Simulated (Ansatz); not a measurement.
Random displacements in MgO

Theory: DFT PBEsol, scalar-relativistic, plane waves, PAW in Ansatz. Settings: plane waves to 420 eV, k-mesh 6×6×6 (Γ-centred), Gaussian smearing 0.05 eV. No spin polarisation. Energies are free energies at this smearing, counted from the undisturbed cell; pressure is positive in compression.

The undisturbed cell (relaxed at this level):

```xyz
8
Lattice="4.2142 0.0000 0.0000 0.0000 -4.2142 0.0000 0.0000 0.0000 -4.2142" Properties=species:S:1:pos:R:3 pbc="T T T"
Mg    0.0000    0.0000    0.0000
Mg    2.1071   -2.1071    0.0000
Mg    2.1071    0.0000   -2.1071
Mg    0.0000   -2.1071   -2.1071
O     2.1071    0.0000    0.0000
O     0.0000   -2.1071    0.0000
O     0.0000    0.0000   -2.1071
O     2.1071   -2.1071   -2.1071
```

The atoms are displaced (Å, in the unstrained cell):

```csv
atom,ux,uy,uz
Mg1,0.079,0.033,0.163
Mg2,-0.136,0.001,-0.072
Mg3,0.132,0.134,-0.107
Mg4,-0.051,-0.046,0.013
O5,-0.104,-0.139,0.087
O6,0.033,-0.057,0.057
O7,0.144,0.144,-0.247
O8,-0.096,-0.071,0.106
```

Strain (Voigt, engineering shear): (-0.1222, 0.1142, -0.0658, -0.0046, -0.0919, -0.0019).

Q: What are the energy change, the stress and the forces?

A: ΔE = 713.6 meV/atom; stress (xx, yy, zz, yz, xz, xy; compression positive) (83.22, 0.67, 74.82, 4.39, 17.10, 0.77) GPa; gap on the mesh 4.27 eV.
| atom | Fx (eV/Å) | Fy | Fz |
| --- | --- | --- | --- |
| Mg1 | -3.95 | -0.48 | -9.21 |
| Mg2 | 3.98 | 0.95 | 2.19 |
| Mg3 | 0.08 | -0.28 | 3.25 |
| Mg4 | -1.02 | 0.20 | -0.15 |
| O5 | 4.65 | -0.43 | -3.69 |
| O6 | -4.10 | -0.09 | -0.46 |
| O7 | -1.96 | 0.11 | 10.33 |
| O8 | 2.31 | 0.02 | -2.25 |

Cost: 1 run of about 0.43 core-minutes, on Arm Neoverse V1 (shared hosts).